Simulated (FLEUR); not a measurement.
## FeO (Wuestite): single point with PBEsol

The system is FeO (Wuestite).

```
Fe O
1.0
     0.00000    2.15540    2.15540
     2.15540    0.00000    2.15540
     2.15540    2.15540    0.00000
Fe O
1 1
Cartesian
  0.0000 0.0000 0.0000
  2.1554 2.1554 2.1554
```

- Program: FLEUR MaX-R8.1 (later development tree)
- Task: single point
- Functional: PBEsol
- Potentials or basis: all-electron
- Basis: FLAPW
- Kmax: 4.73 1/bohr
- k mesh: 11 × 11 × 11
- Occupations: fermi-dirac, width 0.05 eV
- Spin: collinear spin, ferromagnetic start
- Starting moments: [3.0, 0.0] μB
- Gmax: 14.7 1/bohr
- Muffin-tin radii: Fe 2.07, O 1.59 bohr
- lmax: Fe 9, O 8
- lnonsphr: Fe 9, O 8
- Local orbitals a species: Fe 5, O 3
- Max iterations: 60
- Mixing factor: 0.05
- Mixer: Anderson
- Mixer history: 15
- Density convergence: 1e-05 me/bohr^3

```json
{"Band gap on the k mesh": "none (metal or under the smearing width)", "Net moment": "4.00 μB per cell", "Site moments": "Fe +3.57; O +0.31 μB", "Valence electrons inside the program's atomic spheres": "Fe 14.04; O 5.09 (radii Fe 2.07, O 1.59 bohr)"}
```

Levels at points of the mesh, in eV from the Fermi level:
Spin up:
| k point | band 11 | band 12 | band 13 | band 14 | band 15 | band 16 |
| --- | --- | --- | --- | --- | --- | --- |
| (0.00, 0.00, 0.00) | -3.89 | -3.67 | -3.67 | -0.10 | 14.98 | 16.77 |
Spin down:
```csv
k point,band 5,band 6,band 7,band 8,band 9,band 10,band 11,band 12,band 13,band 14
"(0.00, 0.00, 0.00)",-20.21,-3.34,-3.34,-3.34,-0.75,-0.75,-0.75,0.13,0.13,0.71
```

Core levels (eV from the Fermi level):
| atom | levels |
| --- | --- |
| 1 Fe | 1s1/2 -6984.0, 2s1/2 -813.0, 2p1/2 -700.3, 2p3/2 -687.9 |
| 2 O | 1s1/2 -505.5 |

Run time: 3.3 min on 1 thread of Arm Neoverse V1 (shared host), peak memory 0.07 GiB.

The gap isn't set beside the measured one, since this odd mesh misses points on the zone boundary.

Caveat: a cell with one magnetic atom can't hold antiferromagnetic order, which such compounds often take; semilocal functionals often make such compounds metallic where correlation or magnetic order opens a gap, which also shifts bond lengths.
